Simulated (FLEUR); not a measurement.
CdTe: single point with PBE

**Experimental background.**

A printed reference work, data compilation reports, for a bulk crystal of CdTe at 0 K: band gap 1.607 eV.

CdTe:

```
Te Cd
1.0
     0.00000    3.20500    3.20500
     3.20500    0.00000    3.20500
     3.20500    3.20500    0.00000
Te Cd
1 1
Direct
  0.75000 0.75000 0.75000
  0.00000 0.00000 0.00000
```

* Program: FLEUR MaX-R8.1 (later development tree)
* Task: single point
* Functional: PBE
* Potentials or basis: all-electron
* Basis: FLAPW
* Kmax: 3.8 1/bohr
* k mesh: 7 × 7 × 7
* Occupations: fermi-dirac, width 0.05 eV
* Spin: no spin polarisation
* Gmax: 11.8 1/bohr
* Muffin-tin radii: Te 2.23, Cd 2.48 bohr
* lmax: Te 9, Cd 10
* Local orbitals a species: Te 6, Cd 5
* Max iterations: 60
* Mixing factor: 0.05
* Mixer: Anderson
* Mixer history: 15
* Density convergence: 1e-05 me/bohr^3

The band gap on the k mesh is 0.87 eV, direct and the valence electrons inside the program's atomic spheres are Te 18.83; Cd 18.43 (radii Te 2.23, Cd 2.48 bohr).

Levels at points of the mesh, in eV from the valence-band top:
| k point | band 19 | band 20 | band 21 | band 22 | band 23 | band 24 |
| --- | --- | --- | --- | --- | --- | --- |
| (0.00, 0.00, 0.00) | 0.00 | 0.00 | 0.00 | 0.87 | 4.59 | 4.59 |

Core levels (eV from the Fermi level):
| atom | levels |
| --- | --- |
| 1 Te | 1s1/2 -31602.2, 2s1/2 -4840.2, 2p1/2 -4534.5, 2p3/2 -4260.0, 3s1/2 -959.0, 3p1/2 -833.3, 3p3/2 -782.1, 4s1/2 -158.8, 3d3/2 -560.5, 3d5/2 -549.8 |
| 2 Cd | 1s1/2 -26506.2, 2s1/2 -3931.0, 2p1/2 -3659.2, 2p3/2 -3466.7, 3s1/2 -729.7, 3p1/2 -620.8, 3p3/2 -586.4, 3d3/2 -393.8, 3d5/2 -386.8 |

It took 76 s on 1 thread of Arm Neoverse V1, on a shared host, peak memory 0.08 GiB.

Against the measured gap of CdTe, 1.607 eV (0 K; a printed reference work, data compilation), the calculated 0.87 eV is off by -0.74 eV. Spin-orbit coupling on Cd, Te is left out. The value is that of PBE, without temperature or zero-point motion. Semilocal functionals fall short of measured gaps as a rule.

Caveat: spin-orbit coupling is left out, which moves the levels of the heavy elements.
